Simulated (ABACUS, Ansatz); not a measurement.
**Equation of state of Mo under PBEsol**

```
Mo
1.0
    -1.58381    1.58381    1.58381
     1.58381   -1.58381    1.58381
     1.58381    1.58381   -1.58381
Mo
1
Direct
  0.00000 0.00000 0.00000
```

The cell was scaled at fixed shape and fractions and run with Ansatz, Ansatz PAW (files of its older set among them), cutoff 500 eV; PBEsol, k mesh 12 × 12 × 12 on the cell of 1 atom, fermi-dirac occupations of 0.05 eV, no spin polarisation, no spin-orbit coupling. The potentials were made for PBE. Energies are those that the program minimises, any entropy of the smearing included. For a metal such a mesh isn't converged to the digits shown.

```csv
V (Å³/atom),energy over the lowest row (meV/atom)
14.9381,8.53
15.2560,0.00
15.5738,?
15.8916,17.48
16.2095,41.15
16.5273,73.39
16.8451,113.31
```

Fit the third-order Birch-Murnaghan form, give V0, B0 and B′, and predict the energy left open.

With y = (V0/V)^(2/3), E = E0 + (9 V0 B0/16) [(y - 1)³ B′ + (y - 1)² (6 - 4y)]. Least squares through the rows shown give V0 = 15.3192 Å³/atom, E0 = -0.23 meV, B0 = 283.3 GPa (1 eV/Å³ = 160.218 GPa) and B′ = 4.32, with a largest miss of 0.01 meV. At V = 15.5738 the form with these constants gives 3.40 meV; the run gave 3.40 meV an atom. Other set-ups at this level, from all their volumes (Å³/atom, GPa): ABACUS, PseudoDojo NC SR 0.4.1 PBEsol standard, plane waves: V0 15.336, B0 283.2; Ansatz, Ansatz PAW (made for PBE): V0 15.319, B0 283.4; Ansatz, PseudoDojo stringent (made for PBE): V0 15.337, B0 283.2; Ansatz, JTH PAW (made for PBE): V0 15.341, B0 283.2. Measured volume: 15.59 Å³/atom (pmc:5456621, doi:10.3390/ma9100834), so the fit lies -1.7 % from it. The runs are for a static lattice.
